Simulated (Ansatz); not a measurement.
# MgO at 1 GPa: from Born charge to LO–TO splitting and polaron coupling

Method: Ansatz 0.2.0, DFT LDA, scalar-relativistic, plane waves, PAW. Cutoff 420 eV, 10×10×10 k-points (Γ-centred), fixed occupations. No spin polarisation. Phonons by linear response, acoustic sum rule imposed.

The cell, relaxed at 1 GPa:
```
Mg O
1.0
     0.00000    2.07558    2.07558
     2.07558    0.00000    2.07558
     2.07558    2.07558    0.00000
Mg O
1 1
Direct
  0.00000 0.00000 0.00000
  0.50000 0.50000 0.50000
```

Linear response gives ν_TO = 413.9 cm⁻¹, Born charges ±1.964 e (positive on Mg) and ε∞ = 3.176. The primitive cell holds 17.883 Å³, and the masses are 24.305 and 15.999 amu.

**Question.** Find ν_LO and the static dielectric constant.

**Answer.** The long-wave field adds a restoring force: ω_LO² − ω_TO² = Z*²e²/(ε_vac ε∞ μV). In these units ν_LO² − ν_TO² = 4.92064×10⁷ Z*²/(μ V ε∞) cm⁻², with μ = m₁m₂/(m₁ + m₂) = 9.648 amu: 346486 cm⁻². So ν_LO = √(413.9² + 346486) = 719.6 cm⁻¹, and the run gives 719.6. Lyddane–Sachs–Teller then gives ε0 = ε∞ (ν_LO/ν_TO)² = 9.60, against 9.60 in the run (it forms both from the same three quantities, so the match checks the arithmetic only). Between ν_TO and ν_LO the dielectric function is negative and an undamped crystal reflects fully: a reststrahlen band from 13.9 to 24.2 μm.

**Question.** What do the Clausius–Mossotti polarisability and the Szigeti charge come to?

**Answer.** With the Lorentz local field, α = (3V/4π)(ε∞ − 1)/(ε∞ + 2) = 1.80 Å³ for the pair, and e_S = 3Z*/(ε∞ + 2) = 1.14 e. The Born charge includes the electrons' response to the dipole's own local field, and e_S takes that enhancement out. The Lorentz field assumes point-like polarisable ions, a fair picture at this small ε∞.

**Question.** How strongly does a slow electron couple to the LO mode?

**Answer.** For one isotropic parabolic band, Fröhlich's constant is α_F = (1/ε∞ − 1/ε0) √(m* Ry/ħω_LO), with Ry = 13.606 eV, ħω_LO = 89.2 meV and m* in free-electron masses: α_F = 0.2106 × 12.35 × √m* = 2.60 √m*. The band mass isn't part of this run; for m* = 0.1, 0.3 and 1 it gives 0.82, 1.42, 2.60. In weak coupling the polaron lies α_F ħω_LO below the band edge (127 meV at m* = 0.3) with a mass m*(1 + α_F/6); past α_F of about 5 or 6 that expansion fails. A semilocal functional's ε∞ tends to be too large, which taken alone lowers α_F.

Cost: 1 run of about 0.33 core-minutes, on Intel Xeon Processor @ 2.50GHz (Skylake/Cascade Lake) (shared hosts).

The Born charge of 1.964 e is close to the formal ionic value, as expected when closed-shell ions move almost rigidly and little charge flows between them. That nearly full charge, the light oxygen sublattice and the weak electronic screening of a wide-gap oxide together produce the large LO–TO splitting. Most of the static dielectric constant therefore comes from ionic displacement rather than from the electrons. The smaller Szigeti charge doesn't mean that the bonding is half covalent: it reflects the distortion of overlapping electron shells as the ions move, and is not a static charge.

The conduction band edge of MgO is s-like and dispersive, so its electrons are light and probably form large, mobile polarons at weak to intermediate coupling, despite the strongly polar lattice. Holes are another matter, since they occupy flatter, degenerate oxygen p bands, where short-range distortion can favour localisation on one or a few anions. The single-band Fröhlich estimate can't decide whether such self-trapping occurs.
